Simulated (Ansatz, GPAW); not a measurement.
## Ballistic transport through graphene, current along zigzag, 2 cells wide; a Li atom over a ring, cheap and dear

Aim: T(E), conductance and thermopower of graphene, current along zigzag, 2 cells wide; a Li atom over a ring, and what cheaper settings cost in accuracy.

Calculated with GPAW 26.7.0 and Ansatz 0.2.0; Ansatz plane waves; Landauer transmission by layers, zero bias; PAW set soft_1, in the first sound run; inputs show where later runs differ.

## Step 1: The structure

The cell holds 97 atoms: 96 C and 1 Li. Its edges and angles: a = 8.522 Å, b = 12.000 Å, c = 29.520 Å, α = 90.0°, β = 90.0°, γ = 90.0°. Regions: left lead, 40 atoms (40 C); channel, 17 atoms (16 C and 1 Li); right lead, 40 atoms (40 C). Vacuum lies along b. The structure is stacked along c, and the current runs across the ab planes.

## Step 2: Plane-wave reference (r2SCAN)

A plane-wave run comes first: its basis does not favour the atoms, so it serves as the reference for the orbital bases.

input.yaml

```yaml
crystal:
  lattice:
    - [8.5216899732, 0.0, 0.0]
    - [0.0, 12.0, 0.0]
    - [0.0, 0.0, 29.52]
  atoms:
    - { symbol: C, position: [0.0, 0.5, 0.0208333333] }
    - { symbol: C, position: [0.166666667, 0.5, 0.0208333333] }
    - { symbol: C, position: [0.5, 0.5, 0.0208333333] }
    - { symbol: C, position: [0.666666667, 0.5, 0.0208333333] }
    - { symbol: C, position: [0.25, 0.5, 0.0625] }
    - { symbol: C, position: [0.416666667, 0.5, 0.0625] }
    - { symbol: C, position: [0.75, 0.5, 0.0625] }
    - { symbol: C, position: [0.916666667, 0.5, 0.0625] }
    - { symbol: C, position: [0.0, 0.5, 0.1041666667] }
    - { symbol: C, position: [0.166666667, 0.5, 0.1041666667] }
    - { symbol: C, position: [0.5, 0.5, 0.1041666667] }
    - { symbol: C, position: [0.666666667, 0.5, 0.1041666667] }
    - { symbol: C, position: [0.25, 0.5, 0.1458333333] }
    - { symbol: C, position: [0.416666667, 0.5, 0.1458333333] }
    - { symbol: C, position: [0.75, 0.5, 0.1458333333] }
    - { symbol: C, position: [0.916666667, 0.5, 0.1458333333] }
    - { symbol: C, position: [0.0, 0.5, 0.1875] }
    - { symbol: C, position: [0.166666667, 0.5, 0.1875] }
    - { symbol: C, position: [0.5, 0.5, 0.1875] }
    - { symbol: C, position: [0.666666667, 0.5, 0.1875] }
    - { symbol: C, position: [0.25, 0.5, 0.2291666667] }
    - { symbol: C, position: [0.416666667, 0.5, 0.2291666667] }
    - { symbol: C, position: [0.75, 0.5, 0.2291666667] }
    - { symbol: C, position: [0.916666667, 0.5, 0.2291666667] }
    - { symbol: C, position: [0.0, 0.5, 0.2708333333] }
    - { symbol: C, position: [0.166666667, 0.5, 0.2708333333] }
    - { symbol: C, position: [0.5, 0.5, 0.2708333333] }
    - { symbol: C, position: [0.666666667, 0.5, 0.2708333333] }
    - { symbol: C, position: [0.25, 0.5, 0.3125] }
    - { symbol: C, position: [0.416666667, 0.5, 0.3125] }
[... 61 atom lines left out ...]
    - { symbol: C, position: [0.5, 0.5, 0.9375] }
    - { symbol: C, position: [0.666666667, 0.5, 0.9375] }
    - { symbol: C, position: [0.25, 0.5, 0.9791666667] }
    - { symbol: C, position: [0.416666667, 0.5, 0.9791666667] }
    - { symbol: C, position: [0.75, 0.5, 0.9791666667] }
    - { symbol: C, position: [0.916666667, 0.5, 0.9791666667] }
kpoints:
  mp_grid: { grid: [5, 1, 2] }
hamiltonian:
  xc: r2scan
  pseudopotentials: { kind: paw, azcp: { folder: soft_1 } }
scf:
  occupations: { method: fermi_dirac, width: 0.1 }
output:
  transmission: { leads: [[0, 8]], e_range: [-1, 1], de: 0.05, kmesh: [15, 1] }
  write_potential: true
  write_density: true
  volumetric_format: npy
```

Command:

```sh
$ ansatz run input.yaml --threads 4 --pin off --max-ram 12288MiB --backend cpu --events-out ev --progress --plain --runs-dir out
```

Numbers of over 12 decimals in the logs are rounded to 6 here.

Log:

```text
Engine: ansatz 0.2.0, aarch64-unknown-linux-gnu
Pseudopotentials: kind: paw
Pseudopotential: C, paw, valence charge 4, recommended cutoff 500 eV (meta_gga), soft_1/C.paw.azcp
Pseudopotential: Li, paw, valence charge 3, recommended cutoff 500 eV (meta_gga), soft_1/Li.paw.azcp
Functional definition: r2SCAN
  parameter k0 = 0.174
  parameter k1 = 0.065
  parameter a1 = 4.9479
  exchange = r2scan_x(k0 = k0, k1 = k1, a1 = a1)
  correlation = r2scan_c
Crystal: 97 atoms, lattice volume = 3018.723 Å³
Basis set: ecut = 500 eV, 76583 PW (Γ), exchange–correlation on 256×360×864 points (64 copies of the dense FFT grid, shifted against one another)
Bands: 291, of which v1, the nominal top of the filled ones, is band 194 counted from 1 (193 counted from 0)
Symmetry: 4 space group operations
Space group: Pmm2 (ITA 25), of the structure as read, at distance tolerance 1.4e-4 Å
k-points: 6 of 10
Non-local potential: C, projectors of the file, l = 0: 2, l = 1: 2, l = 2: 1
Non-local potential: Li, projectors of the file, l = 0: 3, l = 1: 2, l = 2: 1
PAW form: soft (Blöchl's): semilocal exchange-correlation on the pseudo side does not see the compensation charge
PAW frozen core: C, regenerated for the run's functional (the file was generated under x = pbe(κ = 0.804, μ = 0.219515), c = pbe(β = 0.066725))
PAW one-centre angular grid: C, 302 points (default); XC on 219 of its mesh's 2255 points in the sphere
PAW one-centre angular grid: Li, 302 points (default); XC on 295 of its mesh's 2161 points in the sphere
Initial density: superposition of atomic densities (neutral atoms: chi_scale 0, normalization atom)
Initial wavefunctions: pseudopotential atomic-orbital guess
Functional: x = r2scan, c = r2scan; τ floored in thin density (d = 2e-4 eV/Å³)
SCF iter   1: F=—  HF=-24408.179124 eV  |F-HF|=—  |Δ(HF+E_count)|=         —  Δρ=6.62e-2  dr2=1.21e2  dr2_τ=2.85e1  ethr=3.10e-3  ⟨swp⟩=7.0  Hψ=9378  notcnv=0  defer=371
preconditioner: auto → LDOS  [metal: Δε(μ)=0.077 eV  Ē_g=17.109 eV  σ=0.100 eV  W_gap=0.19  n_scr=388 (ndim 8)  ℏωp=13.2 eV  f_vac=0.635  D(μ)=3.41/eV (n_scr^D=4)  β→1.0]
SCF iter   2: F=—  HF=-24370.653889 eV  |F-HF|=—  |Δ(HF+E_count)|=    3.75e1  Δρ=2.16e-2  dr2=1.70e1  dr2_τ=1.59e0  ethr=3.10e-3  ⟨swp⟩=25.7  Hψ=14841  notcnv=0  defer=435
SCF iter   3: F=—  HF=-24363.283164 eV  |F-HF|=—  |Δ(HF+E_count)|=    7.37e0  Δρ=1.74e-3  dr2=5.36e-2  dr2_τ=5.72e-3  ethr=3.10e-3  ⟨swp⟩=12.2  Hψ=6493  notcnv=0  defer=402
SCF iter   4: F=—  HF=-24363.292462 eV  |F-HF|=—  |Δ(HF+E_count)|=   9.30e-3  Δρ=4.99e-4  dr2=2.15e-2  dr2_τ=1.02e-3  ethr=1.39e-5  ⟨swp⟩=5.5  Hψ=4185  notcnv=0  defer=413
SCF iter   5: F=—  HF=-24363.285913 eV  |F-HF|=—  |Δ(HF+E_count)|=   6.55e-3  Δρ=8.56e-5  dr2=2.71e-4  dr2_τ=2.06e-5  ethr=5.55e-6  ⟨swp⟩=2.3  Hψ=2327  notcnv=0  defer=410
SCF iter   6: F=—  HF=-24363.286108 eV  |F-HF|=—  |Δ(HF+E_count)|=   1.95e-4  Δρ=2.81e-5  dr2=4.67e-5  dr2_τ=2.66e-6  ethr=6.99e-8  ⟨swp⟩=2.0  Hψ=2788  notcnv=0  defer=410
SCF iter   7: F=—  HF=-24363.287175 eV  |F-HF|=—  |Δ(HF+E_count)|=   1.07e-3  Δρ=9.56e-6  dr2=3.84e-6  dr2_τ=4.56e-7  ethr=1.21e-8  ⟨swp⟩=2.0  Hψ=2364  notcnv=0  defer=408
SCF iter   8: F=—  HF=-24363.287174 eV  |F-HF|=—  |Δ(HF+E_count)|=   1.09e-6  Δρ=1.94e-6  dr2=1.87e-7  dr2_τ=1.46e-8  ethr=9.93e-10  ⟨swp⟩=2.0  Hψ=2500  notcnv=0  defer=408
SCF iter   9: F=-24363.287174 eV  HF=-24363.287174 eV  |F-HF|=2.94e-8  |Δ(HF+E_count)|=   3.85e-8  Δρ=6.70e-7  dr2=1.73e-8  dr2_τ=1.44e-9  ethr=2.58e-11  ⟨swp⟩=39.2  Hψ=19169  notcnv=0
SCF 1 converged in 9 iterations: F = -24363.287174 eV  dr2 = 1.73e-8
  greatest PAW one-centre occupation: 0.999 electrons in one spin orbital (limit 2), on the Li atom at site 44 (counted from 0), in its partial waves of l = 0
transmission: 33 of 328 steps passed
transmission: 66 of 328 steps passed
[...]
transmission: 328 of 328 steps passed
WARN: The input density's exchange-correlation potential varies sharply where the density is thin. Do not read a vacuum level from v_tot or v_xc, or from such a field of the output density. On a cell that repeats whose density bears no net charge and no dipole along the vacuum's axis use v_es (v_loc + v_h of the components); under efield.dipole_correction with no amplitude use v_es + v_field, which holds any external [...]
SCF converged after 9 iterations
Free energy (F): -24363.287174 eV
Harris-Foulkes:  -24363.287174 eV  (|F-HF|=2.94e-8)
Internal energy: -24363.160106 eV  (E = F + TS)
E sigma→0 (E₀):  -24363.223640 eV
Entropy (-TS):   -0.127068 eV (-1.310 meV/atom)
Fermi energy:    -0.370041 eV
--- Per-component energies (eV) ---
  E_band       = -4209.628102
  E_kinetic    = 8519.378271
  E_local      = -88090.242021  (includes V_loc(G=0)·N_el)
  E_nonlocal   = 2195.663783
  E_hartree    = 39858.898775
  E_xc         = -4438.225706
  E_vxc        = -6122.504472  (∫ρ·V_xc dr)
  E_paw        = -9781.920509  (= ΣΔE_a)
  E_vpaw       = -776.459640  (= ΣTr[D̂ρ^β])
  E_aug_tail   = 0.000195  (compensation charges beyond the density's cutoff)
  E_vtau       = 346.747263  (kinetic-family band-sum trace: ∫τ·v_τ [+ j·A + Jᵃ·Aᵃ] dr)
  E_ewald      = 27375.665402
  E_core_change = -2.378295  (= ΣΔE_core)
  E_smearing   = -0.127068  (= −TS)
  E_closure    = 0.000000  (closes the sum)
  Σ components = -24363.287174   (vs F -24363.287174, Δ=0.00e0)
--- Band table (eV; the first three rows and the last of 6) ---
  k-point 0: bands = [... 190 lower, -2.0106, -0.9637, -0.9564, -0.9374, -0.9278, -0.0365, 0.0572, 0.4221, ... 93 higher]
  k-point 1: bands = [... 190 lower, -1.6057, -1.5216, -1.5065, -0.4210, -0.3958, -0.2806, -0.2780, 0.2137, ... 93 higher]
  k-point 2: bands = [... 190 lower, -2.3794, -1.7365, -1.7364, -0.2195, -0.2042, 0.4673, 0.4788, 0.4915, ... 93 higher]
  k-point 5: bands = [... 190 lower, -2.9616, -2.4089, -2.4051, 0.3012, 0.3128, 0.6531, 0.6534, 1.0135, ... 93 higher]
--- Transmission ---
  basis      : 1061 plane waves across, 41 finite elements along
  points     : 8, standing for a mesh of 15 x 1
  energies   : 41 from -1.000000 to 1.000000 eV about the Fermi level, 0.050000 eV apart; the leads are filled to 0.000000 eV, and channels, transmission and decay are at 0.000000 eV
  crystal 0  : C8, at the sites [0, 8], period 2.4600 Å, over 28.29 Å; its Hamiltonian steps by up to 42.2 meV: too much for a lead, lay more layers or, if its atoms are ordered, name the step of that order
    offset         : up to 0.0000 Å between an atom of the period and one for which it stands
    channels       : 1.333333e-1 a spin
    conductance    : none, the energies end too early or step too widely for 300 K: set another output.transmission.e_range or a lower de, or, where they end at an eighth of basis.ecutwfc, a higher one
    slowest decay  : 0.0057 /Å at (0.0667, 0.0000)
  junction   : crystal 0 to crystal 0, -1.76 to 25.30 Å
    transmission   : 1.327110e-1 a spin
    conductance    : none, the energies end too early or step too widely for 300 K: set another output.transmission.e_range or a lower de, or, where they end at an eighth of basis.ecutwfc, a higher one
```

Run time: 2.4 h. Hardware: 4 threads of Arm Neoverse V1, shared host; peak memory 11 GiB; 8.7 h of CPU time.

This step gave:

```yaml
free_energy: -24363.2872 eV
smearing_term_ts: 0.1271 eV
symmetry_operations: 4
lead_level: 0 eV from the Fermi level
transmission_at_the_fermi_level_one_spin: 0.1327
open_channels_of_the_lead_at_the_fermi_level_one_spin: 0.1333
step_of_the_potential_along_the_lead: 42.2 meV
offset_of_the_lead: 0 Å
slowest_decay_of_the_lead: 0.0057 Å⁻¹
```

One spin. Table of transmission, zone mean by energy, zero at the Fermi level:

energy (eV), transmission, zone mean and a bar from the least value:
```
   -1.000       0.36 ########
   -0.900       0.31 ######
   -0.800       0.27 #####
   -0.700       0.22 ###
   -0.600       0.16 #
   -0.500       0.13 
   -0.450       0.13 
   -0.350       0.13 
   -0.250       0.13 
   -0.150       0.13 
   -0.050       0.13 
    0.000       0.13 
    0.050       0.27 #####
    0.150       0.36 ########
    0.250       0.38 #########
    0.350       0.57 ###############
    0.450       0.60 ################
    0.500       0.59 ################
    0.600       0.75 #####################
    0.700       0.71 ####################
    0.800       0.84 ########################
    0.900       0.84 ########################
    1.000       1.00 ##############################
```

One spin. Table of open channels, zone mean by energy, zero at the Fermi level:

| energy (eV) | open channels, zone mean |
| --- | --- |
| -1.000 | 0.667 |
| -0.950 | 0.667 |
| -0.850 | 0.4 |
| -0.800 | 0.4 |
| -0.700 | 0.4 |
| -0.650 | 0.4 |
| -0.600 | 0.4 |
| -0.500 | 0.133 |
| -0.450 | 0.133 |
| -0.400 | 0.133 |
| -0.300 | 0.133 |
| -0.250 | 0.133 |
| -0.150 | 0.133 |
| -0.100 | 0.133 |
| -0.050 | 0.133 |
| 0.000 | 0.133 |
| 0.050 | 0.4 |
| 0.100 | 0.4 |
| 0.150 | 0.4 |
| 0.250 | 0.4 |
| 0.300 | 0.667 |
| 0.400 | 0.667 |
| 0.450 | 0.667 |
| 0.500 | 0.667 |
| 0.600 | 0.933 |
| 0.650 | 0.933 |
| 0.700 | 0.933 |
| 0.800 | 1.2 |
| 0.850 | 1.2 |
| 0.950 | 1.47 |
| 1.000 | 1.47 |

At 0.0000 eV from the Fermi level; k in fractions of b1, b2; points that symmetry leaves. k resolved, by row:

| spin | k1 | k2 | weight | t_junction_0 | channels_crystal_0 |
| --- | --- | --- | --- | --- | --- |
| - | 0 | 0 | 0.06667 | 1.991 | 2 |
| - | 0.06667 | 0 | 0.1333 | 0 | 0 |
| - | 0.1333 | 0 | 0.1333 | 0 | 0 |
| - | 0.2 | 0 | 0.1333 | 0 | 0 |
| - | 0.2667 | 0 | 0.1333 | 0 | 0 |
| - | 0.3333 | 0 | 0.1333 | 0 | 0 |
| - | 0.4 | 0 | 0.1333 | 0 | 0 |
| - | 0.4667 | 0 | 0.1333 | 0 | 0 |

Crystal 0, spin -, k parallel (0, 0); distinct values, listed up to 1.5 1/Å. Im kz of the slowest decaying states against energy, zero at the Fermi level:

| energy (eV) | decay 1 = decay 2 (Å⁻¹) | decay 3 (Å⁻¹) | decay 4 (Å⁻¹) |
| --- | --- | --- | --- |
| -1.000 | 0.260 | 0.391 | 0.455 |
| -0.950 | 0.260 | 0.393 | 0.456 |
| -0.900 | 0.261 | 0.396 | 0.457 |
| -0.850 | 0.261 | 0.398 | 0.458 |
| -0.800 | 0.261 | 0.400 | 0.459 |
| -0.750 | 0.261 | 0.403 | 0.459 |
| -0.700 | 0.261 | 0.405 | 0.460 |
| -0.600 | 0.260 | 0.409 | 0.461 |
| -0.550 | 0.259 | 0.412 | 0.462 |
| -0.500 | 0.259 | 0.414 | 0.463 |
| -0.450 | 0.258 | 0.416 | 0.463 |
| -0.400 | 0.257 | 0.418 | 0.464 |
| -0.350 | 0.256 | 0.419 | 0.464 |
| -0.300 | 0.254 | 0.421 | 0.465 |
| -0.250 | 0.253 | 0.423 | 0.465 |
| -0.200 | 0.251 | 0.425 | 0.466 |
| -0.150 | 0.250 | 0.427 | 0.466 |
| -0.100 | 0.248 | 0.428 | 0.466 |
| -0.050 | 0.246 | 0.430 | 0.467 |
| 0.000 | 0.244 | 0.431 | 0.467 |
| 0.050 | 0.242 | 0.433 | 0.467 |
| 0.100 | 0.239 | 0.434 | 0.468 |
| 0.150 | 0.237 | 0.436 | 0.468 |
| 0.200 | 0.234 | 0.437 | 0.468 |
| 0.250 | 0.231 | 0.439 | 0.468 |
| 0.300 | 0.228 | 0.440 | 0.469 |
| 0.350 | 0.225 | 0.441 | 0.469 |
| 0.400 | 0.222 | 0.443 | 0.469 |
| 0.450 | 0.218 | 0.444 | 0.469 |
| 0.500 | 0.214 | 0.445 | 0.469 |
| 0.550 | 0.210 | 0.446 | 0.469 |
| 0.600 | 0.206 | 0.447 | 0.469 |
| 0.700 | 0.197 | 0.449 | 0.469 |
| 0.750 | 0.192 | 0.450 | 0.469 |
| 0.800 | 0.187 | 0.451 | 0.469 |
| 0.850 | 0.181 | 0.452 | 0.469 |
| 0.900 | 0.176 | 0.453 | 0.469 |
| 0.950 | 0.169 | 0.454 | 0.469 |
| 1.000 | 0.163 | 0.455 | 0.469 |

Crystal 0, spin -, k parallel (0, 0). Table of Re kz of states that move upwards by energy, zero at the Fermi level:

| energy (eV) | channel 1 (Å⁻¹) | channel 2 (Å⁻¹) |
| --- | --- | --- |
| -1.000 | -0.966 | 0.719 |
| -0.900 | -0.951 | 0.739 |
| -0.800 | -0.935 | 0.758 |
| -0.700 | -0.920 | 0.777 |
| -0.600 | -0.904 | 0.795 |
| -0.500 | -0.888 | 0.813 |
| -0.450 | -0.879 | 0.822 |
| -0.350 | -0.863 | 0.840 |
| -0.250 | -0.846 | 0.857 |
| -0.150 | -0.828 | 0.874 |
| -0.050 | -0.810 | 0.890 |
| 0.000 | -0.801 | 0.899 |
| 0.050 | -0.792 | 0.907 |
| 0.150 | -0.773 | 0.923 |
| 0.250 | -0.752 | 0.938 |
| 0.350 | -0.732 | 0.954 |
| 0.450 | -0.710 | 0.969 |
| 0.500 | -0.698 | 0.977 |
| 0.600 | -0.674 | 0.992 |
| 0.700 | -0.648 | 1.01 |
| 0.800 | -0.621 | 1.02 |
| 0.900 | -0.590 | 1.04 |
| 1.000 | -0.556 | 1.05 |

The electrostatic potential energy of an electron (with the applied field's), less the Fermi level, planar mean oscillates, so the rows of the table below give means over windows of 1.23 Å about each position, cut where the curve ends. Its first 14 maxima inside the range that stand out by 2 % of the span (Å: eV): 1.2: 2.04, 2.5: 2.01, 3.7: 1.96, 4.9: 1.90, 6.2: 1.81, 7.4: 1.70, 8.6: 1.56, 9.8: 1.36, 11.1: 1.08, 12.3: 0.548, 13.5: 0.548, 14.8: 1.08, 16.0: 1.36, 17.2: 1.56. Its first 14 minima: 0.7: 0.525, 1.9: 0.497, 3.1: 0.456, 4.4: 0.400, 5.6: 0.326, 6.8: 0.229, 8.1: 0.100, 9.3: -0.0693, 10.5: -0.306, 11.8: -0.676, 13.0: -1.37, 14.1: -0.676, 15.3: -0.306, 16.5: -0.0693.

Table of electrostatic potential energy of an electron (with the applied field's), less the Fermi level, planar mean by z; means over each step:

| z (Å) | electrostatic potential energy of an electron (with the applied field's), less the Fermi level, planar mean (eV) |
| --- | --- |
| 0.61 | 1.22 |
| 1.84 | 1.20 |
| 3.08 | 1.16 |
| 4.30 | 1.10 |
| 5.54 | 1.03 |
| 6.77 | 0.930 |
| 8.00 | 0.803 |
| 9.22 | 0.636 |
| 10.46 | 0.401 |
| 11.69 | 0.0280 |
| 12.92 | -0.524 |
| 14.14 | 0.0280 |
| 15.38 | 0.401 |
| 16.61 | 0.636 |
| 17.83 | 0.803 |
| 19.06 | 0.930 |
| 20.29 | 1.03 |
| 21.52 | 1.10 |
| 22.75 | 1.16 |
| 23.98 | 1.20 |
| 25.21 | 1.22 |
| 26.44 | 1.24 |
| 27.67 | 1.24 |
| 28.90 | 1.15 |

The valence density, planar mean oscillates, so the rows of the table below give means over windows of 1.23 Å about each position, cut where the curve ends. Its first 14 maxima inside the range that stand out by 2 % of the span (Å: e/Å³): 0.5: 0.131, 1.8: 0.131, 3.0: 0.131, 4.2: 0.131, 5.5: 0.131, 6.7: 0.131, 7.9: 0.131, 9.2: 0.131, 10.4: 0.131, 11.8: 0.132, 13.0: 0.166, 14.1: 0.132, 15.4: 0.131, 16.7: 0.131. Its first 14 minima: 1.2: 0.121, 2.5: 0.121, 3.7: 0.121, 4.9: 0.121, 6.2: 0.121, 7.4: 0.121, 8.6: 0.121, 9.8: 0.122, 11.1: 0.122, 12.3: 0.124, 13.5: 0.124, 14.8: 0.122, 16.0: 0.122, 17.2: 0.121.

Table of valence density, planar mean by z; means over each step:

| z (Å) | valence density, planar mean (e/Å³) |
| --- | --- |
| 0.61 | 0.127 |
| 1.84 | 0.127 |
| 3.08 | 0.127 |
| 4.30 | 0.127 |
| 5.54 | 0.127 |
| 6.77 | 0.127 |
| 8.00 | 0.127 |
| 9.22 | 0.127 |
| 10.46 | 0.128 |
| 11.69 | 0.129 |
| 12.92 | 0.145 |
| 14.14 | 0.129 |
| 15.38 | 0.128 |
| 16.61 | 0.127 |
| 17.83 | 0.127 |
| 19.06 | 0.127 |
| 20.29 | 0.127 |
| 21.52 | 0.127 |
| 22.75 | 0.127 |
| 23.98 | 0.127 |
| 25.21 | 0.127 |
| 26.44 | 0.127 |
| 27.67 | 0.127 |
| 28.90 | 0.128 |

T at the Fermi level is 0.133; the potential still steps by 42.2 meV from one lead period to the next, more than the program accepts for a lead, so the cell is too short for a firm reference, and the program's own error estimates apply.

[end of part 1 of 3]

[Logs are printed without paths, hosts, clocks, repeated set-up lines and the standing remarks that a program may print on its own settings, such as how far it seeks lower states.]

[Hosts, paths, dates, database ids (printed as entryN), source tags and the programs' standing remarks are cut or masked in the printed files.]
